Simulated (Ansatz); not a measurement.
# SnO2: the cost of one run

Program: Ansatz 0.2.0. Level of theory: DFT PBE, scalar-relativistic, plane waves, PAW. These are calculated values, not measurements.

### 1 The structure to begin with

The structure is tetragonal, space group I4_1/amd (No. 141). The conventional cell has a = 4.000 Å, b = 4.000 Å, c = 10.247 Å, α = 90.00°, β = 90.00°, γ = 90.00°. Sn (site symmetry -4m2) has 6 O at 2.06 to 2.09 Å as nearest neighbours. Around O (site symmetry 2mm) lie 3 Sn at 2.06 to 2.09 Å.

As a file:

```cif
data_structure
_symmetry_space_group_name_H-M 'P 1'
_symmetry_Int_Tables_number 1
_cell_length_a 5.6570
_cell_length_b 5.8526
_cell_length_c 8.9446
_cell_angle_alpha 81.209
_cell_angle_beta 71.565
_cell_angle_gamma 61.099
_cell_volume 245.95
loop_
_atom_site_label
_atom_site_type_symbol
_atom_site_fract_x
_atom_site_fract_y
_atom_site_fract_z
_atom_site_occupancy
Sn1 Sn 0.08333 0.50000 0.83333 1
Sn2 Sn 0.75000 0.50000 0.50000 1
Sn3 Sn 0.41667 0.50000 0.16667 1
Sn4 Sn 0.66667 0.00000 0.66667 1
Sn5 Sn 0.33333 0.00000 0.33333 1
Sn6 Sn 0.00000 0.00000 0.00000 1
O1 O 0.87014 0.59305 0.66667 1
O2 O 0.53681 0.59305 0.33333 1
O3 O 0.20348 0.59305 0.00000 1
O4 O 0.87986 0.90695 0.83333 1
O5 O 0.54652 0.90695 0.50000 1
O6 O 0.21319 0.90695 0.16667 1
O7 O 0.46319 0.40695 0.66667 1
O8 O 0.12986 0.40695 0.33333 1
O9 O 0.79652 0.40695 0.00000 1
O10 O 0.28681 0.09305 0.83333 1
O11 O 0.95348 0.09305 0.50000 1
O12 O 0.62014 0.09305 0.16667 1
```

It goes back to an entry of the Materials Project, which need not be the stable form.

No relaxation comes first: the listed cell is the starting point.

### 2 Reference: the perfect supercell

input.yaml reads:

```yaml
crystal:
  lattice:
    - [-4.0001372224, -4.0001372224, 0.0]
    - [-2.0000686112, -2.0000686112, 5.1236788559]
    - [-8.0002744448, 4.0001372224, 0.0]
  atoms:
    - { symbol: Sn, position: [0.0833333333, 0.5, 0.8333333333] }
    - { symbol: Sn, position: [0.75, 0.5, 0.5] }
    - { symbol: Sn, position: [0.4166666667, 0.5, 0.1666666667] }
    - { symbol: Sn, position: [0.6666666667, 0.0, 0.6666666667] }
    - { symbol: Sn, position: [0.3333333333, 0.0, 0.3333333333] }
    - { symbol: Sn, position: [0.0, 0.0, 0.0] }
    - { symbol: O, position: [0.8701440767, 0.59304518, 0.6666666667] }
    - { symbol: O, position: [0.5368107433, 0.59304518, 0.3333333333] }
    - { symbol: O, position: [0.20347741, 0.59304518, 1.0] }
    - { symbol: O, position: [0.8798559233, 0.90695482, 0.8333333333] }
    - { symbol: O, position: [0.54652259, 0.90695482, 0.5] }
    - { symbol: O, position: [0.2131892567, 0.90695482, 0.1666666667] }
    - { symbol: O, position: [0.4631892567, 0.40695482, 0.6666666667] }
    - { symbol: O, position: [0.1298559233, 0.40695482, 0.3333333333] }
    - { symbol: O, position: [0.79652259, 0.40695482, 1.0] }
    - { symbol: O, position: [0.2868107433, 0.09304518, 0.8333333333] }
    - { symbol: O, position: [0.95347741, 0.09304518, 0.5] }
    - { symbol: O, position: [0.6201440767, 0.09304518, 0.1666666667] }
  symmetry: { detect: false }
basis:
  ecutwfc: 420
kpoints:
  mp_grid: { grid: [2, 2, 2], shift: [0.5, 0.5, 0.5] }
hamiltonian:
  xc: pbe
scf:
  occupations: { method: gaussian, width: 0.1 }
output:
  forces: true
  stress: true
  eigenvalues: true
```

Run with:

```console
> ansatz run input.yaml --threads 4 --pin off --max-ram 5120MiB --backend cpu --events-out ev --progress --plain --runs-dir out
```

Q: Estimate wall time and peak memory on 4 threads of an Arm CPU, shared host.

About 3.4 s, with a peak of 0.69 GiB.
